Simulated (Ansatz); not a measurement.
**14N nuclear quadrupole resonance in Si3N4**

Cell: a structure deposited in the COD, whose atoms a relaxation with PBE at fixed cell left in place.

```cif
data_Si3N4
_symmetry_space_group_name_H-M 'I-43d'
_symmetry_Int_Tables_number 220
_cell_length_a 6.4747
_cell_length_b 6.4747
_cell_length_c 6.4747
_cell_angle_alpha 90.000
_cell_angle_beta 90.000
_cell_angle_gamma 90.000
loop_
_atom_site_label
_atom_site_type_symbol
_atom_site_symmetry_multiplicity
_atom_site_Wyckoff_symbol
_atom_site_fract_x
_atom_site_fract_y
_atom_site_fract_z
Si Si 12 b 0.3750 0.5000 0.7500
N N 16 c 0.2814 0.2814 0.2814
```

One atom of each set is listed; the run and its k-mesh use a cell of 14 atoms with edges of 5.61, 5.61, 5.61 Å.

Level of theory: DFT, PBE, plane waves and PAW, scalar-relativistic, 420 eV cutoff, Γ-centred 6×6×6 k-points, Fermi–Dirac smearing 0.02 eV (Ansatz 0.2.0).

14N: I = 1, Q = 20.44 mb (year-2017 value). Static lattice, zero field.

Problem. The simulated lines lie at 2.14 MHz. What are |C_Q|, η and |V_zz| at N?

Solution. For I = 1 the lines are ν± = (3/4)|C_Q|(1 ± η/3) and ν₀ = |C_Q|η/2. Here |C_Q| = 2.85 MHz, η = 0.00 and |V_zz| = 5.77 × 10²¹ V/m². The calculation gives V_zz negative; the lines don't show the sign. The site has 3 Si at 1.75 Å.

An axis of threefold or higher order runs through N, so V_zz lies along it and η is zero.

The relaxation (2 steps) took 21 s of wall time (21 s of CPU time) and 0.4 GiB at its peak, on 1 thread of Arm Neoverse V1 (aarch64; 8 cores open to the job, memory cap 2.5 GiB, no GPU), a shared host with a load of 0.8 a core.
